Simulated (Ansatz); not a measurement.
Cs₂SnI₆, vacancy-ordered double perovskite, relaxed with r2SCAN in Ansatz 0.2.0: space group Fm-3m (No. 225), cubic; a = 11.841 Å in the conventional setting, 46.11 Å³ an atom. Around Cs lie 12 I at 4.19 Å; around Sn lie 6 I at 2.88 Å; around I lie 1 Sn at 2.88 Å and 4 Cs at 4.19 Å. The primitive cell holds 9 atoms in 415.03 Å³. Spin-unpolarised throughout; all numbers are computed.

Computed values: PBE gives a gap of 0.20 eV and PBE0 (25 % exact exchange) 1.65 eV; one over PBE's mean ε∞ is 0.210. HSE06 (2×2×2) gives a least gap of 0.96 eV, direct. PBE's ε∞ is 4.75.

**Question.** What is the density?

**Answer.** The cell holds 2 Cs, 1 Sn, 6 I: M = 2×132.905 + 1×118.710 + 6×126.904 = 1145.94 u in V = 415.03 Å³. ρ = 1.66054 × M/V = 1.66054 × 1145.94/415.03 = 4.585 g/cm³, for the static r2SCAN lattice.

**Question.** Taking the gap as linear in the share of unscreened exchange, estimate the gap of the hybrid whose share is 1/ε∞.

**Answer.** The slope is (1.65 − 0.20)/0.25 = 5.80 eV per unit share, so E_g ≈ 0.20 + 5.80 × 0.210 = 1.42 eV. The run with that share gives 1.41 eV (2×2×2 mesh), -0.01 eV from the straight line.

**Question.** At what wavelength does absorption set in by HSE06, excitons left aside?

**Answer.** λ = 1239.84 eV nm/E: 1292 nm for the least gap. That lies in the infrared.

**Question.** What refractive index and reflectivity at normal incidence follow, below the gap and above the phonons?

**Answer.** n = √4.75 = 2.179; R = ((n − 1)/(n + 1))² = (1.179/3.179)² = 13.8 % a face.

Spin-orbit coupling is left out, which matters wherever the heavy atoms make up the band edges.

The meshes of the hybrids are coarse, so their gaps aren't converged to the digits shown.
